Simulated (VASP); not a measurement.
## SGaH3: relaxation of the atoms with PBE

SGaH3, in a box:

```
S Ga H
1.0
    12.00000    0.00000    0.00000
     0.00000   12.00000    0.00000
     0.00000    0.00000   12.00000
S Ga H
1 1 3
Direct
  0.52303 0.37761 0.55961
  0.48888 0.53660 0.46864
  0.62380 0.40656 0.59483
  0.37711 0.54219 0.40954
  0.58455 0.62499 0.47184
```

The cell isn't the ideal one: atoms moved at random, drawn with an rms of 0.02 Å.

| Item | Value |
| --- | --- |
| Program | VASP 6.6.1 |
| Task | relaxation of the atoms |
| Functional | PBE |
| Potentials or basis | VASP PAW PBE potentials, release 64 (S, Ga_d, H) |
| Cutoff | 520 eV |
| k mesh | 1 × 1 × 1 |
| Occupations | gaussian, width 0.01 eV |
| Spin | no spin polarisation |
| Further INCAR settings | ALGO = Fast; EDIFF = 1e-07; IBRION = 2; EDIFFG = -0.01; NSW = 40 |

* Energy gained by relaxing: 4.5 meV/atom
* Ionic steps: 11
* Largest force after relaxing: 0.007 eV/Å
* Gap between the frontier levels: 4.25 eV

Forces in eV/Å, atoms in the order of the input:
```
S   -0.004 -0.003 -0.004
Ga   0.003  0.003  0.005
H    0.000  0.002  0.001
H   -0.004 -0.005  0.000
H    0.005  0.004 -0.003
```

Step by step:
```csv
step,energy change (eV),largest force (eV/Å),pressure (GPa)
1,0.0000,0.8127,0.01
2,0.0025,0.9003,-0.04
3,-0.0203,0.1890,-0.02
4,-0.0214,0.1091,0.00
5,-0.0217,0.0611,-0.01
6,-0.0219,0.0409,-0.01
7,-0.0220,0.0609,-0.01
8,-0.0222,0.0223,0.00
9,-0.0223,0.0267,0.00
10,-0.0223,0.0116,0.00
11,-0.0224,0.0071,0.00
```

Final structure:
```
CELL_PARAMETERS angstrom
12.00000 0.00000 0.00000
0.00000 12.00000 0.00000
0.00000 0.00000 12.00000
ATOMIC_POSITIONS crystal
S 0.52158 0.37798 0.55896
Ga 0.49113 0.53538 0.46906
H 0.62413 0.40725 0.59473
H 0.37649 0.54209 0.40980
H 0.58404 0.62524 0.47191
```

Levels at points of the mesh, in eV from the valence-band top:
```tsv
k point	band 8	band 9	band 10	band 11	band 12	band 13	band 14	band 15
(0.00, 0.00, 0.00)	-3.27	-1.14	-0.79	0.00	4.25	5.64	5.74	6.40
```

Wall time 15 min on 1 thread of Intel(R) Xeon(R) Platinum 8259CL CPU @ 2.50GHz (Skylake/Cascade Lake), on a shared host, peak memory 1.4 GiB.
